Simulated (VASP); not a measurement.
# As (Pm-3m) in VASP: notebook

One crystal, As, is run at these levels: PBEsol, HSE(alpha, omega); tasks: single point.

Program: VASP 6.6.1. These are calculated values, not measurements. Logs are shortened: lines on timing, memory, paths and dates and some standing lists are left out, and cuts for length are marked.

## (1) The structure

The structure is cubic, space group Pm-3m (No. 221). Conventional cell: a = 2.704 Å, b = 2.704 Å, c = 2.704 Å, α = 90.00°, β = 90.00°, γ = 90.00°. As (site symmetry m-3m) is surrounded by 6 As at 2.70 Å.

This isn't the form of As at room conditions, which is rhombohedral.

## (2) Single point, PBEsol

File INCAR:

```
PREC = Accurate ; ENCUT = 600
EDIFF = 1E-6 ; ISMEAR = 0
SIGMA = 0.05 ; LREAL = False
LASPH = True ; NELM = 100
ALGO = Normal ; ISIF = 2
LWAVE = False ; LCHARG = False
GGA = PS ; ADDGRID = False
```

File KPOINTS:

```
regular mesh
0
Gamma
  7 7 7
```

File POSCAR:

```
As
1.0
    2.7036817444      0.0000000000      0.0000000000
    0.0000000000      2.7036817444      0.0000000000
    0.0000000000      0.0000000000      2.7036817444
As
1
Direct
    0.5000000000      0.5000000000      0.5000000000
```

Potentials or basis: VASP PAW PBE potentials, release 64 (As).

Command:

```bash
$ cat potpaw_PBE.64/As/POTCAR > POTCAR
$ mpirun -np 1 vasp_std > vasp.out
```

OUTCAR:

```text
PREC = Accurate
   ENCUT = 600
   EDIFF = 1E-6
   ISMEAR = 0
   LREAL = False
   LASPH = True
   NELM = 100
   ISIF = 2
   GGA = PS

 Found     20 irreducible k-points:

 Following reciprocal coordinates:
            Coordinates               Weight
  0.000000  0.000000  0.000000      1.000000
  0.142857  0.000000  0.000000      6.000000
  0.285714  0.000000  0.000000      6.000000
  0.428571  0.000000  0.000000      6.000000
  0.142857  0.142857  0.000000     12.000000
  0.285714  0.142857  0.000000     24.000000
   k-points           NKPTS =     20   k-points in BZ     NKDIM =     20   number of bands    NBANDS=      6
   number of dos      NEDOS =    301   number of ions     NIONS =      1
   total plane-waves  NPLWV =  13824
   dimension x,y,z NGX =    24 NGY =   24 NGZ =   24
   dimension x,y,z NGXF=    48 NGYF=   48 NGZF=   48
   ions per type =               1
   NGX,Y,Z   is equivalent  to a cutoff of  14.76, 14.76, 14.76 a.u.
   NGXF,Y,Z  is equivalent  to a cutoff of  29.51, 29.51, 29.51 a.u.
 SYSTEM =  unknown system
   PREC   = accura    normal or accurate (medium, high low for compatibility)
   ISTART =      0    job   : 0-new  1-cont  2-samecut
   ICHARG =      2    charge: 1-file 2-atom 10-const
   ISPIN  =      1    spin polarized calculation?
   LNONCOLLINEAR =      F non collinear calculations
   LSORBIT =      F    spin-orbit coupling
   LASPH  =      T    aspherical Exc in radial PAW
   ENCUT  =  600.0 eV  44.10 Ry    6.64 a.u.   5.40  5.40  5.40*2*pi/ulx,y,z
   NELM   =    100;   NELMIN=  2; NELMDL= -5     # of ELM steps
   EDIFF  = 0.1E-05   stopping-criterion for ELM
   LREAL  =      F    real-space projection
   EDIFFG = 0.1E-04   stopping-criterion for IOM
   NSW    =      0    number of steps for IOM
   IBRION =     -1    ionic relax: 0-MD 1-quasi-New 2-CG
   NFREE  =      0    steps in history (QN), initial steepest desc. (CG)
   ISIF   =      2    stress and relaxation
   ISYM   =      2    0-nonsym 1-usesym 2-fastsym
   POTIM  = 0.5000    time-step for ionic-motion
   TEBEG  =    0.0;   TEEND  =   0.0 temperature during run
   PSTRESS=    0.0 pullay stress
   NELECT =       5.0000    total number of electrons
   NUPDOWN=      -1.0000    fix difference up-down
   EMIN   =  10.00;   EMAX   =-10.00  energy-range for DOS
   EFERMI =   0.00;   METHOD = LEGACY
   ISMEAR =     0;   SIGMA  =   0.05  broadening in eV -4-tet -1-fermi 0-gaus
   EFERMI_NEDOS =   21; number of points for ismear=-14 and -15
   IALGO  =     38    algorithm
   IMIX   =      4    mixing-type and parameters
     AMIX     =   0.40;   BMIX     =  1.00
     AMIX_MAG =   1.60;   BMIX_MAG =  1.00
  volume/ion in A,a.u.               =      19.76       133.37
  Fermi-wavevector in a.u.,A,eV,Ry     =   1.035403  1.956627 14.586243  1.072059
  Thomas-Fermi vector in A             =   2.169744
   LORBIT       =      0    0 simple, 1 ext, 2 COOP (PROOUT), +10 PAW based schemes
   GGA     = PS    functional components
   LHFCALC =     F    Hartree Fock is set to
   AEXX    =    0.0000 exact exchange contribution
   IVDW    =     0    specifies the selected vdW correction
   LEPSILON=     F    determine dielectric tensor
   LRPA    =     F    only Hartree local field effects (RPA)
 non-spin polarized calculation
 Gauss-broadening in eV      SIGMA  =   0.05
  energy-cutoff  :      600.00
  volume of cell :       19.76
 maximum number of plane-waves:       691
 NGX is ok and might be reduce to    24
   NGX = 11   NGY = 11   NGZ = 11

 number of electron       5.0000001 magnetization

 Free energy of the ion-electron system (eV)
  ---------------------------------------------------
  ext. energy  EPLUGINS =         0.00000000
  ---------------------------------------------------
  free energy    TOTEN  =        -5.06761443 eV

  energy without entropy =       -5.06597573  energy(sigma->0) =       -5.06679508

 E-fermi :   5.7156     XC(G=0): -10.5558

 val. band max:        5.2617720439   @ k =   0.4286   0.2857   0.1429
 cond. band min:       5.7371983244   @ k =   0.4286   0.2857   0.2857
 fundamental gap:      0.4754262806
 Fermi energy:         5.7156196503

 k-point     1 :       0.0000    0.0000    0.0000
  band No.  band energies     occupation
      1      -9.1809      2.00000
      2       9.9585      0.00000
      3       9.9585      0.00000
      4       9.9585      0.00000
      5      14.3128      0.00000
      6      14.3128      0.00000

 k-point     2 :       0.1429    0.0000    0.0000
  band No.  band energies     occupation
      1      -8.8063      2.00000
      2       6.5832      0.00000
      3      10.2857      0.00000
      4      10.2857      0.00000
      5      14.6486      0.00000
      6      15.8388      0.00000

 k-point     3 :       0.2857    0.0000    0.0000
  band No.  band energies     occupation
      1      -7.7347      2.00000
      2       2.3922      2.00000
      3      11.1583      0.00000
      4      11.1583      0.00000
      5      15.5958      0.00000
      6      17.0670      0.00000

 k-point     4 :       0.4286    0.0000    0.0000
  band No.  band energies     occupation
      1      -6.3396      2.00000
      2      -0.6375      2.00000
      3      12.0947      0.00000
      4      12.0947      0.00000
      5      16.7732      0.00000
      6      18.9187      0.00000

 k-point     5 :       0.1429    0.1429    0.0000
  band No.  band energies     occupation
      1      -8.4317      2.00000
      2       6.7217      0.00000
      3       7.1562      0.00000
      4      10.6119      0.00000
      5      15.5663      0.00000
      6      18.9462      0.00000

 k-point     6 :       0.2857    0.1429    0.0000
  band No.  band energies     occupation
      1      -7.3599      2.00000
      2       2.7424      2.00000
      3       7.9129      0.00000
      4      11.4811      0.00000
      5      16.5487      0.00000
      6      18.3863      0.00000

 [... further k-points ...]
[... 5 lines left out ...]
  --------------------------------------------------------------------------------------
  -------------------------------------------------------------------------------------
  Total       -0.1149557     -0.1149557     -0.1149557      0.0000000     -0.0000000      0.0000000
  in kB       -9.3191056     -9.3191056     -9.3191056      0.0000000     -0.0000000      0.0000000
  external PRESSURE =      -9.3191056 kB  Pullay stress =       0.0000000 kB

 VOLUME and BASIS-vectors are now :
 -----------------------------------------------------------------------------
  energy-cutoff  :      600.00
  volume of cell :       19.76
      direct lattice vectors                 reciprocal lattice vectors
     2.703681744  0.000000000  0.000000000     0.369866018  0.000000000  0.000000000
     0.000000000  2.703681744  0.000000000     0.000000000  0.369866018  0.000000000
     0.000000000  0.000000000  2.703681744     0.000000000  0.000000000  0.369866018

 POSITION                                       TOTAL-FORCE (eV/Angst)
 -----------------------------------------------------------------------------------
      1.35184      1.35184      1.35184         0.000000      0.000000      0.000000
 -----------------------------------------------------------------------------------
    total drift:                                0.000000     -0.000000     -0.000000

  FREE ENERGIE OF THE ION-ELECTRON SYSTEM (eV)
  ---------------------------------------------------
  free  energy   TOTEN  =        -5.0676144319 eV

  energy  without entropy=       -5.0659757332  energy(sigma->0) =       -5.06679508
```

It used 3.6 s of CPU time on 1 thread of AMD EPYC 7R13 Processor (Zen 3) (shared host), which was overloaded at the time.

These settings aren't checked as converged: the numbers below hold their error.

What came out:

- Free energy: -5.0676 eV
- Pressure: -0.9 GPa
- Band gap on the k mesh: none (metal or under the smearing width)

Caveat: the PAW data sets were made with another functional, which shifts forces and pressure a little.

## (3) Single point, PBEsol

INCAR, as its differences from that of step 2:

```diff
@@ -1,2 +1,2 @@
-PREC = Accurate ; ENCUT = 600
+PREC = Accurate ; ENCUT = 400
 EDIFF = 1E-6 ; ISMEAR = 0
```

File KPOINTS:

```
regular mesh
0
Gamma
  9 9 9
```

POSCAR is that of step 2.

Potentials or basis: VASP PAW PBE potentials, release 64 (As).

Command:

```bash
$ cat potpaw_PBE.64/As/POTCAR > POTCAR
$ mpirun -np 1 vasp_std > vasp.out
```

It used 4.2 s of CPU time on 1 thread of AMD EPYC 7R13 Processor (Zen 3), with other jobs on the host, which was overloaded at the time.

These settings aren't checked as converged: the numbers below hold their error.

Results:

```yaml
Free_energy: -5.0341 eV
Pressure: -1.7 GPa
Band_gap_on_the_k_mesh: none (metal or under the smearing width)
```

Caveat: the PAW data sets were made with another functional, which shifts forces and pressure a little.

## (4) Single point, PBEsol

INCAR, as its differences from that of step 3:

```diff
@@ -1,2 +1,2 @@
-PREC = Accurate ; ENCUT = 400
+PREC = Accurate ; ENCUT = 500
 EDIFF = 1E-6 ; ISMEAR = 0
```

KPOINTS is that of step 3.

POSCAR is that of step 3.

Command:

```bash
$ cat potpaw_PBE.64/As/POTCAR > POTCAR
$ mpirun -np 1 vasp_std > vasp.out
```

It used 2.5 s of CPU time on 1 thread of AMD EPYC 7R13 Processor (Zen 3), on a shared host, which was overloaded at the time.

These settings aren't checked as converged: the numbers below hold their error.

Results:

| Quantity | Value |
| --- | --- |
| Free energy | -5.0342 eV |
| Pressure | -1.6 GPa |
| Band gap on the k mesh | none (metal or under the smearing width) |

Caveat: the PAW data sets were made with another functional, which shifts forces and pressure a little.

## (5) Single point, HSE(alpha, omega)

POSCAR is that of step 4.

File INCAR.step1:

```
SYSTEM = As
PREC = Accurate
ENCUT = 520
EDIFF = 1E-5
ISMEAR = -1
SIGMA = 0.05
LREAL = .False.
LASPH = .True.
NELM = 80
ALGO = Normal
ISIF = 2
LWAVE = .True.
LCHARG = .False.
GGA = PE
```

File INCAR.step2:

```
SYSTEM = As
PREC = Accurate
ENCUT = 520
EDIFF = 1E-6
ISMEAR = -1
SIGMA = 0.05
LREAL = .False.
LASPH = .True.
NELM = 80
ALGO = Normal
ISIF = 2
LWAVE = .False.
LCHARG = .False.
GGA = PE
LHFCALC = .True.
HFSCREEN = 0.2
AEXX = 0.05
PRECFOCK = Fast
ISTART = 1
```

File KPOINTS:

```
Automatic mesh
0
Gamma
  5 5 5
  0 0 0
```

Command:

```bash
$ cat potpaw_PBE.64/As/POTCAR > POTCAR
$ cp INCAR.step1 INCAR
$ mpirun -np 1 vasp_std > vasp.out
$ cp INCAR.step2 INCAR
$ mpirun -np 1 vasp_std > vasp.out
```

It took 9.3 s on 1 thread of Intel Xeon 6975P-C (Granite Rapids), shared host; peak memory 0.21 GiB.

The run converged. Its results:

```yaml
Free_energy: -4.6041 eV
Pressure: 2.4 GPa
Band_gap_on_the_k_mesh: none (metal or under the smearing width)
```

Levels at points of the mesh, in eV from the Fermi level:
```csv
k point,band 1,band 2,band 3,band 4,band 5
"(0.00, 0.00, 0.00)",-15.44,4.16,4.16,4.16,8.50
```

Caveat: the k mesh is coarse (spacing up to 0.46 Å⁻¹), so the values aren't converged, least of all with exact exchange; the PAW data sets were made with another functional, which shifts forces and pressure a little.

## (6) Single point, HSE(alpha, omega)

POSCAR is that of step 5.

INCAR.step1 is that of step 5.

INCAR.step2, as its differences from that of step 5:

```diff
@@ -16,3 +16,3 @@
 HFSCREEN = 0.2
-AEXX = 0.05
+AEXX = 0.1
 PRECFOCK = Fast
```

KPOINTS is that of step 5.

Potentials or basis: VASP PAW PBE potentials, release 64 (As).

Command:

```bash
$ cat potpaw_PBE.64/As/POTCAR > POTCAR
$ cp INCAR.step1 INCAR
$ mpirun -np 1 vasp_std > vasp.out
$ cp INCAR.step2 INCAR
$ mpirun -np 1 vasp_std > vasp.out
```

OUTCAR:

```text
SYSTEM = As
   PREC = Accurate
   ENCUT = 520
   EDIFF = 1E-6
   ISMEAR = -1
   LREAL = .False.
   LASPH = .True.
   NELM = 80
   ISIF = 2
   GGA = PE
   LHFCALC = .True.
   HFSCREEN = 0.2
   AEXX = 0.1
   PRECFOCK = Fast
   ISTART = 1

 ion  position               nearest neighbor table
   1  0.500  0.500  0.500-

  LATTYP: Found a simple cubic cell.
 ALAT       =     2.7036817444

  Lattice vectors:

 A1 = (   2.7036817444,   0.0000000000,   0.0000000000)
 A2 = (   0.0000000000,   2.7036817444,   0.0000000000)
 A3 = (   0.0000000000,   0.0000000000,   2.7036817444)

Analysis of symmetry for initial positions (statically):
=====================================================================
 Subroutine PRICEL returns:
 Original cell was already a primitive cell.

 Routine SETGRP: Setting up the symmetry group for a
 simple cubic supercell.

 Subroutine GETGRP returns: Found 48 space group operations
 (whereof 48 operations were pure point group operations)
 out of a pool of 48 trial point group operations.

[... 149 lines left out ...]
  free energy    TOTEN  =        -4.77814281 eV

  energy without entropy =       -4.76535269  energy(sigma->0) =       -4.77174775

 E-fermi :   5.9737     XC(G=0):  -9.7269

 val. band max:        5.9569803881   @ k =   0.2000   0.2000   0.2000
 cond. band min:       7.0325657803   @ k =   0.2000   0.2000   0.2000
 fundamental gap:      1.0755853922
 Fermi energy:         5.9737148012

 k-point     1 :       0.0000    0.0000    0.0000
  band No.  band energies     occupation
      1      -9.8218      2.00000
      2      10.2373      0.00000
      3      10.2373      0.00000
      4      10.2373      0.00000
      5      14.5809      0.00000
      6      14.5809      0.00000
[... 73 lines left out ...]
 k-point    10 :       0.4000    0.4000    0.4000
  band No.  band energies     occupation
      1      -1.5363      2.00000
      2       3.9934      2.00000
      3       3.9934      2.00000
      4       5.0135      2.00000
      5      12.3602      0.00000
      6      13.1620      0.00000

------------------------ aborting loop because EDIFF is reached ----------------------------------------

  FORCE on cell =-STRESS in cart. coord.  units (eV):
  Direction    XX          YY          ZZ          XY          YZ          ZX
  --------------------------------------------------------------------------------------
  -------------------------------------------------------------------------------------
  Total        0.1947733      0.1947733      0.1947733     -0.0000000     -0.0000000     -0.0000000
  in kB       15.7896787     15.7896787     15.7896787     -0.0000000     -0.0000000     -0.0000000
  external PRESSURE =      15.7896787 kB  Pullay stress =       0.0000000 kB

 VOLUME and BASIS-vectors are now :
 -----------------------------------------------------------------------------
  energy-cutoff  :      520.00
  volume of cell :       19.76
      direct lattice vectors                 reciprocal lattice vectors
     2.703681744  0.000000000  0.000000000     0.369866018  0.000000000  0.000000000
     0.000000000  2.703681744  0.000000000     0.000000000  0.369866018  0.000000000
     0.000000000  0.000000000  2.703681744     0.000000000  0.000000000  0.369866018

 POSITION                                       TOTAL-FORCE (eV/Angst)
 -----------------------------------------------------------------------------------
      1.35184      1.35184      1.35184         0.000000      0.000000      0.000000
 -----------------------------------------------------------------------------------
    total drift:                               -0.000003      0.000006      0.000002

  FREE ENERGIE OF THE ION-ELECTRON SYSTEM (eV)
  ---------------------------------------------------
  free  energy   TOTEN  =        -4.7781428061 eV

  energy  without entropy=       -4.7653526903  energy(sigma->0) =       -4.77174775
```

Run time: 10 s. Hardware: 1 thread of Intel Xeon 6975P-C (Granite Rapids), shared host; peak memory 0.21 GiB.

What came out:

```
Free energy            : -4.7781 eV
Pressure               : 1.6 GPa
Band gap on the k mesh : none (metal or under the smearing width)
```

Caveat: the k mesh is coarse (spacing up to 0.46 Å⁻¹), so the values aren't converged, least of all with exact exchange; the PAW data sets were made with another functional, which shifts forces and pressure a little.
